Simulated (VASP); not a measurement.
# MoS2 (R-3m) in VASP: single point with PBEsol

Aim: the single point of MoS2 with PBEsol.

Program: VASP 6.6.1. These are calculated values, not measurements. Logs are shortened: lines on timing, memory, paths and dates and some standing lists are left out, and cuts for length are marked.

### Step 1. The crystal as given

Symmetry: R-3m, No. 166, trigonal system. The conventional cell has a = 3.171 Å, b = 3.171 Å, c = 18.345 Å, α = 90.00°, β = 90.00°, γ = 120.00°. Mo (site symmetry -3m) has 6 S at 2.39 Å as nearest neighbours. Around S (site symmetry 3m) lie 3 Mo at 2.39 Å.

Measurements of this composition are mostly on another form, of space group No. 194.

### Step 2. Single point, PBEsol

Input file INCAR:

```
PREC = Accurate
ENCUT = 520
EDIFF = 1E-6
ISMEAR = -1
SIGMA = 0.2
LREAL = False
LASPH = True
NELM = 100
ALGO = Normal
ISIF = 2
LWAVE = False
LCHARG = False
GGA = PS
NBANDS = 20
```

Input file KPOINTS:

```
Automatic mesh
0
Gamma
  8 8 8
```

Input file POSCAR:

```
MoS2
1.0
    1.5855000000      0.9153890000      6.1149970000
   -1.5855000000      0.9153890000      6.1149970000
    0.0000000000     -1.8307780000      6.1149970000
Mo S
1 2
Direct
    0.0000000000      0.0000000000      0.0000000000
    0.7500000000      0.7500000000      0.7500000000
    0.2500000000      0.2500000000      0.2500000000
```

Potentials or basis: VASP PAW PBE potentials, release 64 (Mo_sv, S).

Launch:

```bash
cat potpaw_PBE.64/Mo_sv/POTCAR potpaw_PBE.64/S/POTCAR > POTCAR
mpirun -np 1 vasp_std > vasp.out
```

OUTCAR:

```text
PREC = Accurate
   ENCUT = 520
   EDIFF = 1E-6
   ISMEAR = -1
   LREAL = False
   LASPH = True
   NELM = 100
   ISIF = 2
   GGA = PS

 ion  position               nearest neighbor table
   1  0.000  0.000  0.000-   2 2.39   2 2.39   3 2.39   3 2.39   2 2.39   3 2.39
   2  0.750  0.750  0.750-   1 2.39   1 2.39   1 2.39
   3  0.250  0.250  0.250-   1 2.39   1 2.39   1 2.39

  LATTYP: Found a trigonal (rhomboedric) cell.
 ALAT       =     6.3831759792
 COS(alpha) =     0.8766074458

  Lattice vectors:

 A1 = (   1.5855000000,   0.9153890000,   6.1149970000)
 A2 = (  -1.5855000000,   0.9153890000,   6.1149970000)
 A3 = (   0.0000000000,  -1.8307780000,   6.1149970000)

Analysis of symmetry for initial positions (statically):
=====================================================================
 Subroutine PRICEL returns:
 Original cell was already a primitive cell.

 Routine SETGRP: Setting up the symmetry group for a
 trigonal (rhombohedral) supercell.

 Subroutine GETGRP returns: Found 12 space group operations
 (whereof 12 operations were pure point group operations)
 out of a pool of 12 trial point group operations.

The static configuration has the point symmetry D_3d.

Analysis of symmetry for dynamics (positions and initial velocities):
=====================================================================
 Subroutine PRICEL returns:
 Original cell was already a primitive cell.

 Routine SETGRP: Setting up the symmetry group for a
 trigonal (rhombohedral) supercell.

 Subroutine GETGRP returns: Found 12 space group operations
 (whereof 12 operations were pure point group operations)
 out of a pool of 12 trial point group operations.

The dynamic configuration has the point symmetry D_3d.

 Subroutine INISYM returns: Found 12 space group operations
 (whereof 12 operations are pure point group operations),
 and found     1 'primitive' translations

----------------------------------------------------------------------------------------

                                     Primitive cell

  volume of cell :      53.2500

  direct lattice vectors                    reciprocal lattice vectors
     1.585500000  0.915389000  6.114997000     0.315357931  0.182071957  0.054510793
    -1.585500000  0.915389000  6.114997000    -0.315357931  0.182071957  0.054510793
     0.000000000 -1.830778000  6.114997000     0.000000000 -0.364143914  0.054510793

  length of vectors
     6.383175979  6.383175979  6.383176043     0.368201370  0.368201370  0.368201326

  position of ions in fractional coordinates (direct lattice)
     0.000000000  0.000000000  0.000000000
     0.750000000  0.750000000  0.750000000
     0.250000000  0.250000000  0.250000000

  ion indices of the primitive-cell ions
   primitive index   ion index
                 1           1
                 2           2
                 3           3

----------------------------------------------------------------------------------------

 KPOINTS: Automatic mesh

Automatic generation of k-mesh.
 Grid dimensions read from file:
 generate k-points for:    8    8    8

 Generating k-lattice:

  Cartesian coordinates                     Fractional coordinates (reciprocal lattice)
     0.039419741  0.022758995  0.006813849     0.125000000  0.000000000  0.000000000
    -0.039419741  0.022758995  0.006813849     0.000000000  0.125000000  0.000000000
     0.000000000 -0.045517989  0.006813849     0.000000000  0.000000000  0.125000000

  Length of vectors
     0.046025171  0.046025171  0.046025166

  Shift w.r.t. Gamma in fractional coordinates (k-lattice)
     0.000000000  0.000000000  0.000000000

 Subroutine IBZKPT returns following result:
 ===========================================

 Found     65 irreducible k-points:

 Following reciprocal coordinates:
            Coordinates               Weight
  0.000000  0.000000  0.000000      1.000000
  0.125000  0.000000  0.000000      6.000000
  0.250000  0.000000  0.000000      6.000000
  0.375000  0.000000  0.000000      6.000000
  0.500000  0.000000  0.000000      3.000000
  0.125000  0.125000  0.000000      6.000000
[... 16 lines left out ...]
  0.250000  0.125000  0.125000      6.000000
  0.375000  0.125000  0.125000      6.000000
 [... further k-points ...]
   k-points           NKPTS =     65   k-points in BZ     NKDIM =     65   number of bands    NBANDS=     20
   number of dos      NEDOS =    301   number of ions     NIONS =      3
   total plane-waves  NPLWV = 110592
   dimension x,y,z NGX =    48 NGY =   48 NGZ =   48
   dimension x,y,z NGXF=    96 NGYF=   96 NGZF=   96
   ions per type =               1   2
   NGX,Y,Z   is equivalent  to a cutoff of  12.50, 12.50, 12.50 a.u.
   NGXF,Y,Z  is equivalent  to a cutoff of  25.00, 25.00, 25.00 a.u.
 SYSTEM =  unknown system
   PREC   = accura    normal or accurate (medium, high low for compatibility)
   ISTART =      0    job   : 0-new  1-cont  2-samecut
   ICHARG =      2    charge: 1-file 2-atom 10-const
   ISPIN  =      1    spin polarized calculation?
   LNONCOLLINEAR =      F non collinear calculations
   LSORBIT =      F    spin-orbit coupling
   LASPH  =      T    aspherical Exc in radial PAW
   ENCUT  =  520.0 eV  38.22 Ry    6.18 a.u.  11.87 11.87 11.87*2*pi/ulx,y,z
   NELM   =    100;   NELMIN=  2; NELMDL= -5     # of ELM steps
   EDIFF  = 0.1E-05   stopping-criterion for ELM
   LREAL  =      F    real-space projection
   EDIFFG = 0.1E-04   stopping-criterion for IOM
   NSW    =      0    number of steps for IOM
   IBRION =     -1    ionic relax: 0-MD 1-quasi-New 2-CG
   NFREE  =      0    steps in history (QN), initial steepest desc. (CG)
   ISIF   =      2    stress and relaxation
   ISYM   =      2    0-nonsym 1-usesym 2-fastsym
   POTIM  = 0.5000    time-step for ionic-motion
   TEBEG  =    0.0;   TEEND  =   0.0 temperature during run
   PSTRESS=    0.0 pullay stress
   NELECT =      26.0000    total number of electrons
   NUPDOWN=      -1.0000    fix difference up-down
   EMIN   =  10.00;   EMAX   =-10.00  energy-range for DOS
   EFERMI =   0.00;   METHOD = LEGACY
   ISMEAR =    -1;   SIGMA  =   0.20  broadening in eV -4-tet -1-fermi 0-gaus
   EFERMI_NEDOS =   21; number of points for ismear=-14 and -15
   IALGO  =     38    algorithm
   IMIX   =      4    mixing-type and parameters
     AMIX     =   0.40;   BMIX     =  1.00
     AMIX_MAG =   1.60;   BMIX_MAG =  1.00
  volume/ion in A,a.u.               =      17.75       119.78
  Fermi-wavevector in a.u.,A,eV,Ry     =   1.289118  2.436081 22.610518  1.661826
  Thomas-Fermi vector in A             =   2.421031
   LORBIT       =      0    0 simple, 1 ext, 2 COOP (PROOUT), +10 PAW based schemes
   GGA     = PS    functional components
   LHFCALC =     F    Hartree Fock is set to
   AEXX    =    0.0000 exact exchange contribution
   IVDW    =     0    specifies the selected vdW correction
   LEPSILON=     F    determine dielectric tensor
   LRPA    =     F    only Hartree local field effects (RPA)
 non-spin polarized calculation
  energy-cutoff  :      520.00
  volume of cell :       53.25
 maximum number of plane-waves:      1447
   NGX = 23   NGY = 23   NGZ = 23

 number of electron      25.9999998 magnetization

 Free energy of the ion-electron system (eV)
  ---------------------------------------------------
  ext. energy  EPLUGINS =         0.00000000
  ---------------------------------------------------
  free energy    TOTEN  =       -22.67410640 eV

  energy without entropy =      -22.48829610  energy(sigma->0) =      -22.58120125

 E-fermi :   7.6131     XC(G=0): -11.0043

 val. band max:        7.6129722343   @ k =  -0.2500   0.5000   0.2500
 cond. band min:       7.6201508456   @ k =  -0.2500   0.3750   0.1250
 fundamental gap:      0.0071786113
 Fermi energy:         7.6130670057

 k-point     1 :       0.0000    0.0000    0.0000
  band No.  band energies     occupation
      1     -53.9741      2.00000
      2     -28.0982      2.00000
      3     -27.9930      2.00000
      4     -27.9930      2.00000
      5      -7.4839      2.00000
      6      -5.8251      2.00000
[... 12 lines left out ...]
     19      14.3186      0.00000
     20      17.2363      0.00000

 k-point     2 :       0.1250    0.0000    0.0000
  band No.  band energies     occupation
      1     -53.9681      2.00000
      2     -28.0862      2.00000
      3     -28.0531      2.00000
      4     -28.0067      2.00000
      5      -7.2274      2.00000
      6      -5.7831      2.00000
[... 12 lines left out ...]
     19      15.1072      0.00000
     20      16.6378      0.00000

 k-point     3 :       0.2500    0.0000    0.0000
  band No.  band energies     occupation
      1     -53.9537      2.00000
      2     -28.1962      2.00000
      3     -28.0569      2.00000
      4     -28.0394      2.00000
      5      -6.5595      2.00000
      6      -5.6469      2.00000
[... 12 lines left out ...]
     19      15.6162      0.00000
     20      16.7820      0.00000

 k-point     4 :       0.3750    0.0000    0.0000
  band No.  band energies     occupation
      1     -53.9392      2.00000
      2     -28.3360      2.00000
      3     -28.0720      2.00000
      4     -28.0276      2.00000
      5      -5.9511      2.00000
      6      -5.2526      2.00000
[... 12 lines left out ...]
     19      14.9816      0.00000
     20      15.6816      0.00000

 k-point     5 :       0.5000    0.0000    0.0000
  band No.  band energies     occupation
      1     -53.9332      2.00000
      2     -28.3930      2.00000
      3     -28.0854      2.00000
      4     -28.0154      2.00000
      5      -5.8177      2.00000
      6      -4.8545      2.00000
[... 12 lines left out ...]
     19      14.5593      0.00000
     20      14.9787      0.00000

 k-point     6 :       0.1250    0.1250    0.0000
  band No.  band energies     occupation
      1     -53.9681      2.00000
      2     -28.0862      2.00000
      3     -28.0531      2.00000
      4     -28.0067      2.00000
      5      -7.2160      2.00000
      6      -5.8027      2.00000
[... 12 lines left out ...]
     19      15.1845      0.00000
     20      16.6848      0.00000

 k-point     7 :       0.2500    0.1250    0.0000
  band No.  band energies     occupation
      1     -53.9579      2.00000
      2     -28.1478      2.00000
      3     -28.0660      2.00000
      4     -28.0363      2.00000
      5      -6.7354      2.00000
      6      -5.7324      2.00000
[... 12 lines left out ...]
     19      16.0808      0.00000
     20      16.6714      0.00000
[... 277 lines left out ...]
 k-point    20 :      -0.3750    0.3750    0.0000
  band No.  band energies     occupation
      1     -53.9290      2.00000
      2     -28.3201      2.00000
      3     -28.2119      2.00000
      4     -28.0071      2.00000
      5      -5.3221      2.00000
      6      -5.0711      2.00000
[... 12 lines left out ...]
     19      14.9439      0.00000
     20      16.2331      0.00000

 k-point    21 :       0.5000    0.5000    0.0000
  band No.  band energies     occupation
      1     -53.9332      2.00000
      2     -28.3930      2.00000
      3     -28.0854      2.00000
      4     -28.0154      2.00000
      5      -5.7302      2.00000
      6      -4.9666      2.00000
[... 12 lines left out ...]
     19      13.6109      0.00000
     20      15.3049      0.00000

 k-point    22 :       0.1250    0.1250    0.1250
  band No.  band energies     occupation
      1     -53.9740      2.00000
      2     -28.0982      2.00000
      3     -27.9930      2.00000
      4     -27.9930      2.00000
      5      -7.4537      2.00000
      6      -5.8808      2.00000
[... 12 lines left out ...]
     19      14.5401      0.00000
     20      17.2713      0.00000

 k-point    23 :       0.2500    0.1250    0.1250
  band No.  band energies     occupation
      1     -53.9681      2.00000
      2     -28.0862      2.00000
      3     -28.0531      2.00000
      4     -28.0067      2.00000
      5      -7.1808      2.00000
      6      -5.8605      2.00000
[... 12 lines left out ...]
     19      15.5079      0.00000
     20      16.6370      0.00000

 k-point    24 :       0.3750    0.1250    0.1250
  band No.  band energies     occupation
      1     -53.9537      2.00000
      2     -28.1962      2.00000
      3     -28.0569      2.00000
      4     -28.0394      2.00000
      5      -6.5184      2.00000
      6      -5.6985      2.00000
[... 12 lines left out ...]
     19      15.8836      0.00000
     20      16.7865      0.00000

 [... further k-points ...]

------------------------ aborting loop because EDIFF is reached ----------------------------------------

  FORCE on cell =-STRESS in cart. coord.  units (eV):
  Direction    XX          YY          ZZ          XY          YZ          ZX
  --------------------------------------------------------------------------------------
  -------------------------------------------------------------------------------------
  Total        0.6091695      0.6091697      2.1017256      0.0000000      0.0000000      0.0000000
  in kB       18.3286004     18.3286063     63.2364023      0.0000000      0.0000000      0.0000000
  external PRESSURE =      33.2978697 kB  Pullay stress =       0.0000000 kB

 VOLUME and BASIS-vectors are now :
 -----------------------------------------------------------------------------
  energy-cutoff  :      520.00
  volume of cell :       53.25
      direct lattice vectors                 reciprocal lattice vectors
     1.585500000  0.915389000  6.114997000     0.315357931  0.182071957  0.054510793
    -1.585500000  0.915389000  6.114997000    -0.315357931  0.182071957  0.054510793
     0.000000000 -1.830778000  6.114997000     0.000000000 -0.364143914  0.054510793

 POSITION                                       TOTAL-FORCE (eV/Angst)
 -----------------------------------------------------------------------------------
      0.00000      0.00000      0.00000         0.000000     -0.000000     -0.000000
      0.00000      0.00000     13.75874         0.000000      0.000000      0.760538
      0.00000      0.00000      4.58625         0.000000     -0.000000     -0.760538
 -----------------------------------------------------------------------------------
    total drift:                               -0.000000     -0.000000      0.000000

  FREE ENERGIE OF THE ION-ELECTRON SYSTEM (eV)
  ---------------------------------------------------
  free  energy   TOTEN  =       -22.6741063970 eV

  energy  without entropy=      -22.4882960968  energy(sigma->0) =      -22.58120125
```

Run time: 1.7 min. Hardware: 1 thread of Intel Xeon 6975P-C (Granite Rapids), shared host; peak memory 0.34 GiB.

Results:

* Free energy: -22.6741 eV
* Pressure: 3.3 GPa
* Largest force: 0.761 eV/Å
* Band gap on the k mesh: none (metal or under the smearing width)

Forces in eV/Å, atoms in the order of the input:
```
Mo   0.000  0.000  0.000
S    0.000  0.000  0.761
S    0.000  0.000 -0.761
```

Levels at points of the mesh, in eV from the Fermi level:
| k point | band 9 | band 10 | band 11 | band 12 | band 13 | band 14 | band 15 | band 16 | band 17 | band 18 |
| --- | --- | --- | --- | --- | --- | --- | --- | --- | --- | --- |
| (0.00, 0.00, 0.00) | -4.13 | -1.68 | -1.18 | -0.96 | -0.96 | -0.15 | -0.15 | 3.49 | 3.49 | 6.12 |
| (0.50, 0.00, 0.00) | -5.25 | -4.27 | -2.78 | -1.87 | -1.51 | 1.14 | 2.05 | 3.51 | 4.24 | 5.52 |
| (0.50, 0.50, 0.00) | -4.61 | -4.20 | -2.80 | -2.18 | -1.73 | 1.15 | 1.83 | 3.96 | 4.74 | 4.88 |
| (0.50, 0.50, 0.50) | -4.11 | -3.84 | -0.95 | -0.95 | -0.25 | -0.25 | 0.03 | 3.61 | 3.61 | 6.04 |

Caveat: the PAW data sets were made with another functional, which shifts forces and pressure a little; the cell's inner coordinates are idealised or old, which leaves forces on the atoms.
